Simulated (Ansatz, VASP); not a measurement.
**SnSe: VASP beside Ansatz**

```
CELL_PARAMETERS angstrom
0.00000 3.01000 3.01000
3.01000 0.00000 3.01000
3.01000 3.01000 0.00000
ATOMIC_POSITIONS crystal
Sn 0.00000 0.00000 0.00000
Se 0.50000 0.50000 0.50000
```

Measurements of this composition are mostly on another form, of space group No. 62.

Alike in both runs: task relaxation of cell and atoms; functional LDA; k mesh 8 × 8 × 8; occupations gaussian, width 0.02 eV; no spin polarisation.

```csv
,VASP,Ansatz
version,VASP 6.6.1,Ansatz 0.2.0
potentials or method,"VASP PAW LDA potentials, release 64 (Sn_d, Se)","scalar-relativistic, plane waves, PAW"
plane-wave cutoff (eV),600,420
valence electrons in the cell,20,30
```

|  | VASP | Ansatz | Ansatz less VASP |
| --- | --- | --- | --- |
| gap on the k mesh at the Fermi level, each at its own relaxed structure (eV) | 0.77 | 0.78 | +0.007 |
| relaxed volume (Å³/atom) | 25.63 | 25.59 | -0.047 |
| relaxed cell length with the largest relative difference (Å) | 4.170 | 4.167 | -0.0025 |
| energy change over the relaxation (meV/atom) | -18 | -19 | -1.2 |

The two sets of potentials don't hold the same shells in valence.

Caveats: spin-orbit coupling is left out, which moves the levels of the heavy elements. Zero-point motion and thermal expansion aren't in these numbers. A k mesh can miss the band edges.
